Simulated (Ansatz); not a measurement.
# Mo: strong compression

The task here is to estimate one member of a computed series from the others.

Method: DFT, PBE, PAW with Ansatz's default frozen-core files, scalar-relativistic, in Ansatz 0.2.0.

1 further run of the same task is left out (it didn't finish).

## The system as given

Symmetry: Pm-3m, No. 221, cubic system. Conventional cell: a = 2.576 Å, b = 2.576 Å, c = 2.576 Å, α = 90.00°, β = 90.00°, γ = 90.00°. Around Mo (site symmetry m-3m) lie 6 Mo at 2.58 Å.

Coordinates:

```cif
data_structure
_symmetry_space_group_name_H-M 'Pm-3m'
_symmetry_Int_Tables_number 221
_cell_length_a 2.5755
_cell_length_b 2.5755
_cell_length_c 2.5755
_cell_angle_alpha 90.000
_cell_angle_beta 90.000
_cell_angle_gamma 90.000
_cell_volume 17.08
loop_
_atom_site_label
_atom_site_type_symbol
_atom_site_symmetry_multiplicity
_atom_site_Wyckoff_symbol
_atom_site_fract_x
_atom_site_fract_y
_atom_site_fract_z
_atom_site_occupancy
Mo1 Mo 1 a 0.00000 0.00000 0.00000 1
```

The file gives the conventional cell by its symmetry; the runs use the cell typed in the input.

Whether this phase is the stable one at these pressures isn't tested.

The first run:

File input.yaml:

```yaml
crystal:
  lattice:
    - [2.5755358171, 0.0, 0.0]
    - [0.0, 2.5755358171, 0.0]
    - [0.0, 0.0, 2.5755358171]
  atoms:
    - { symbol: Mo, position: [0.0, 0.0, 0.0] }
kpoints:
  mp_grid: { grid: [16, 16, 16] }
scf:
  occupations: { method: fermi_dirac, width: 0.08 }
hamiltonian:
  xc: pbe
  pseudopotentials: { kind: paw }
output:
  forces: true
  stress: true
relax:
  f_tol: 0.005
  max_steps: 40
  cell: {}
```

Command:

```console
ansatz run input.yaml --threads 1 --pin off --max-ram 2048MiB --backend cpu --events-out ev --progress --plain --runs-dir out
```

Steps of the session up to this table: Cell relaxed at zero pressure, PAW; Volume scaled by 1, PAW; Volume scaled by 0.95, PAW; Volume scaled by 0.85, PAW; Volume scaled by 0.75, PAW; Volume scaled by 0.65, PAW; Volume scaled by 0.55, PAW; Volume scaled by 0.45, PAW; Volume scaled by 0.4, PAW; Volume scaled by 0.4, PAW (cutoff 600 eV).

One of the session's tables, all rows but one given; the rest of the session is left out.

| method | volume over the first | volume (Å³/atom) | pressure (GPa) |
| --- | --- | --- | --- |
| PAW | 1 | 17.649 | 0.01 |
| PAW | 0.95 | 16.766 | 10.81 |
| PAW | 0.85 | ? | ? |
| PAW | 0.75 | 13.236 | 96.44 |
| PAW | 0.65 | 11.472 | 194.26 |
| PAW | 0.55 | 9.707 | 382.81 |
| PAW | 0.45 | 7.942 | 768.17 |
| PAW | 0.4 | 7.059 | 1130.73 |
| PAW (cutoff 600 eV) | 0.4 | 7.059 | 1130.47 |

Q: Estimate the row for PAW, 0.85 from the others.

The run gave: volume (Å³/atom): 15.001; pressure (GPa): 42.38. In the column «volume (Å³/atom)» it lies between PAW, 0.75 (13.236) and PAW, 0.95 (16.766).
